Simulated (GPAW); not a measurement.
A run of GPAW 26.7.0 is set up as follows.

Contents of run.py:

```python
from ase.eos import EquationOfState
from ase.io import Trajectory, read
from ase.units import GPa
from gpaw import GPAW, PW, setup_paths

setup_paths.insert(0, '.')

atoms = read('PbSe.xyz')

traj = Trajectory('eos.traj', 'w')
volumes, energies = [], []
for x in [0.94, 0.96, 0.98, 1.0, 1.02, 1.04, 1.06]:
    a = atoms.copy()
    a.set_cell(atoms.cell * x**(1 / 3), scale_atoms=True)
    calc = GPAW(mode=PW(600),
                xc='GGA_X_OPTX+GGA_C_LYP',
                kpts={'size': (6, 6, 6), 'gamma': True},
                occupations={'name': 'fermi-dirac', 'width': 0.05},
                nbands=19,
                convergence={'density': 1e-05, 'energy': 1e-05},
                eigensolver='davidson',
                maxiter=150,
                txt=f'eos-{x:.2f}.txt')
    a.calc = calc
    energies.append(a.get_potential_energy(force_consistent=True))
    volumes.append(a.get_volume())
    p = -a.get_stress()[:3].mean() / GPa
    calc.write(f'eos-{x:.2f}.gpw')
    traj.write(a)
    print(f'{x:.2f} {volumes[-1]:10.4f} A^3 {energies[-1]:14.6f} eV {p:9.3f} GPa', flush=True)

v0, e0, B = EquationOfState(volumes, energies, eos='birchmurnaghan').fit()
print(f'V0 = {v0:.4f} A^3, E0 = {e0:.6f} eV, B0 = {B / GPa:.2f} GPa')
```

Contents of PbSe.xyz:

```xyz
2
Lattice="0.0000000000 3.0606500000 3.0606500000 3.0606500000 0.0000000000 3.0606500000 3.0606500000 3.0606500000 0.0000000000" Properties=species:S:1:pos:R:3 pbc="T T T"
Pb     0.0000000000      0.0000000000      0.0000000000
Se     3.0606500000      3.0606500000      3.0606500000
```

Potentials or basis: PAW data sets generated in the run's folder for this functional, pw.

Command:

```console
$ gpaw-setup -f GGA_X_OPTX+GGA_C_LYP Pb Se
$ OMP_NUM_THREADS=1 python run.py
```

(1) Predict the bulk modulus.

(2) What does it give for the equilibrium volume?

## Answers

(1) 39 GPa (rough).

(2) 31.00 Å³/atom (rough: see the caveat).

Caveat: the minimum lies outside the volumes run.
